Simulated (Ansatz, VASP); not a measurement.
## One calculation of CsH, two programs

```
CELL_PARAMETERS angstrom
0.00000 3.35220 3.35220
3.35220 0.00000 3.35220
3.35220 3.35220 0.00000
ATOMIC_POSITIONS crystal
Cs 0.00000 0.00000 0.00000
H 0.25000 0.25000 0.25000
```

The cell comes from a database or a generator and needn't be the stable form of this composition.

Alike in both runs: task single point; functional LDA; k mesh 8 × 8 × 8; occupations tetrahedron; no spin polarisation.

```csv
,VASP,Ansatz
version,VASP 6.6.1,Ansatz 0.2.0
potentials or method,"VASP PAW LDA potentials, release 64 (Cs_sv, H)","scalar-relativistic, plane waves, PAW"
plane-wave cutoff (eV),520,420
valence electrons in the cell,10,10
```

```csv
,VASP,Ansatz,Ansatz less VASP
gap on the k mesh at the Fermi level (eV),2.42,2.43,+0.007
pressure (GPa),0.0,-0.1,-0.01
```

Ansatz warned: «band_table_not_solved_further».

Caveats: spin-orbit coupling is left out, which moves the levels of the heavy elements. A k mesh can miss the band edges.
